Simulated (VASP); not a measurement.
## Mg2Si: electrostatic potential with PBE

Crystal: Mg2Si.

```
CELL_PARAMETERS angstrom
0.00000 3.17969 3.17969
3.17969 0.00000 3.17969
3.17969 3.17969 0.00000
ATOMIC_POSITIONS crystal
Si 0.00000 0.00000 0.00000
Mg 0.25000 0.25000 0.25000
Mg 0.75000 0.75000 0.75000
```

The cell was built by a generator and needn't be a form met in nature.

```
Program                : VASP 6.6.1
Task                   : electrostatic potential
Functional             : PBE
Potentials or basis    : VASP PAW PBE potentials, release 64 (Si, Mg)
Cutoff                 : 520 eV
k mesh                 : 8 × 8 × 8
Occupations            : gaussian, width 0.02 eV
Spin                   : no spin polarisation
Further INCAR settings : ALGO = Fast; EDIFF = 1e-06
```

The pressure is 0.0 GPa. The band gap on the k mesh is 0.21 eV, indirect (least direct gap 1.85 eV).

Levels at points of the mesh, in eV from the valence-band top:
| k point | band 1 | band 2 | band 3 | band 4 | band 5 | band 6 | band 7 | band 8 |
| --- | --- | --- | --- | --- | --- | --- | --- | --- |
| (0.00, 0.00, 0.00) | -9.09 | 0.00 | 0.00 | 0.00 | 1.85 | 2.56 | 2.56 | 2.56 |
| (0.50, 0.00, 0.00) | -7.68 | -4.74 | -0.70 | -0.70 | 1.25 | 2.55 | 2.55 | 5.00 |
| (0.50, 0.50, 0.00) | -7.12 | -4.42 | -1.94 | -1.94 | 0.21 | 0.41 | 7.91 | 7.91 |

It took 6.2 s on 4 MPI ranks on Intel(R) Xeon(R) 6975P-C (Granite Rapids), with other jobs on the host, peak memory 0.2 GiB a rank.

A k mesh can miss the band edges. PBE gaps usually lie below the measured ones, often by a third to a half.
